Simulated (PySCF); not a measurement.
**Solvent effects on NMR parameters**

Geometry (Å), atoms numbered from 1 in this order:
```xyz
7

C    -0.639   -0.088    0.014
C     0.920    0.061   -0.074
O     1.562   -1.001   -0.177
O     1.328    1.238   -0.017
H    -0.988    0.268    1.000
H    -0.964   -1.131   -0.130
H    -1.120    0.562   -0.738
```

Total charge -1.

GIAO PBE0/pcSseg-1 in PySCF 2.14 on one PBE0-D3(BJ)/def2-SVP conformer, non-relativistic, equivalent nuclei averaged. Solvents enter as an IEF-PCM continuum (cyclohexane with ε = 2.0, methanol with ε = 32.6) around the gas-phase geometry. Shifts are referred to TMS computed in the same medium.

Gas phase, δ in ppm: C2 168.0, C1 27.2, H5/H6/H7 1.11. Dipole moment 3.28 D.

Question: How does each δ change in the continuum?

Answer: 
```csv
atoms,environment,"Δδ, cyclohexane","Δδ, methanol"
C2,carboxylate carbon,+3.1,+7.6
C1,methyl carbon α to a carbonyl,+0.7,+2.0
H5/H6/H7,hydrogen on a methyl carbon α to a carbonyl,+0.16,+0.41
```

Changes are relative to the gas phase. The dipole moment becomes 3.76 D in cyclohexane, 4.41 D in methanol.

Question: Which nuclei move most (in ppm), and what does the model miss?

Answer: C2 (carboxylate carbon, +7.6 ppm) in methanol. A continuum only polarises the solute; specific hydrogen bonds, the anisotropy of aromatic solvents and changes of geometry or conformer are outside it, as are counter-ions.
